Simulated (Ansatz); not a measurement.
# Ga in Ansatz: the effect of functional

Crystal: Ga.

```
Ga
1.0
     1.38300   -4.02650    0.00000
     1.38300    4.02650    0.00000
    -0.11745    0.00000    3.32993
Ga
2
Direct
  0.13100 0.86900 0.75000
  0.86900 0.13100 0.25000
```

This isn't the form of Ga at room conditions, which is orthorhombic.

Alike in all runs:

| Quantity | Value |
| --- | --- |
| Program | Ansatz 0.2.0 |
| Task | single point |
| Potentials or basis | all-electron LAPW, scalar-relativistic |
| Basis error allowed | 0.001 eV/atom |
| k mesh | 10 × 10 × 8 |
| Occupations | fermi-dirac, width 0.05 eV |
| Spin | no spin polarisation |

Problem. One run gave: pressure 7.2 GPa; largest force 0.16 eV/Å. Which functional did it use?
A. PBE
B. LDA
C. PBEsol
D. RPBE
E. BLYP

Solution. E.

| functional | cutoff | pressure (GPa) | largest force (eV/Å) |
| --- | --- | --- | --- |
| PBE | 256 eV (chosen from the basis error) | 1.7 | 0.20 |
| LDA | 256 eV (chosen from the basis error) | -3.9 | 0.18 |
| PBEsol | 256 eV (chosen from the basis error) | -1.9 | 0.20 |
| RPBE | 255 eV (chosen from the basis error) | 3.6 | 0.21 |
| revPBE | 256 eV (chosen from the basis error) | 3.1 | 0.21 |
| BLYP | 256 eV (chosen from the basis error) | 7.2 | 0.16 |
